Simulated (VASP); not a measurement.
Os, 1 atom in the cell. The structure is cubic, space group Fm-3m (No. 225). The conventional cell has a = 3.826 Å, b = 3.826 Å, c = 3.826 Å, α = 90.00°, β = 90.00°, γ = 90.00°. Os (site symmetry m-3m) is surrounded by 12 Os at 2.71 Å. This isn't the form of Os at room conditions, which is hcp.

```yaml
Program: VASP 6.6.1
Task: relaxation of cell and atoms
Functional: r2SCAN
Dispersion: rVV10
Potentials_or_basis: VASP PAW PBE potentials, release 64 (Os)
Cutoff: 600 eV
k_mesh: 18 × 18 × 18
Occupations: gaussian, width 0.1 eV
Spin: no spin polarisation
Further_INCAR_settings: ALGO = Normal; EDIFF = 1e-07; IBRION = 2; EDIFFG = -0.005; NSW = 90; ISIF = 3
```

Potentials or basis: VASP PAW PBE potentials, release 64 (Os).

Launch:

```bash
$ cat potpaw_PBE.64/Os/POTCAR > POTCAR
$ mpirun -np 1 vasp_std > vasp.out
```

Hardware: 1 thread of Intel(R) Xeon(R) Platinum 8559C (Emerald Rapids), on a shared host.

**Question.** Estimate the wall time of this run.

**Answer.** Run time: 3 min on 1 thread of Intel(R) Xeon(R) Platinum 8559C (Emerald Rapids) (shared host), peak memory 0.24 GiB. Counts: scf iterations 37, k points 195, ion steps 3.
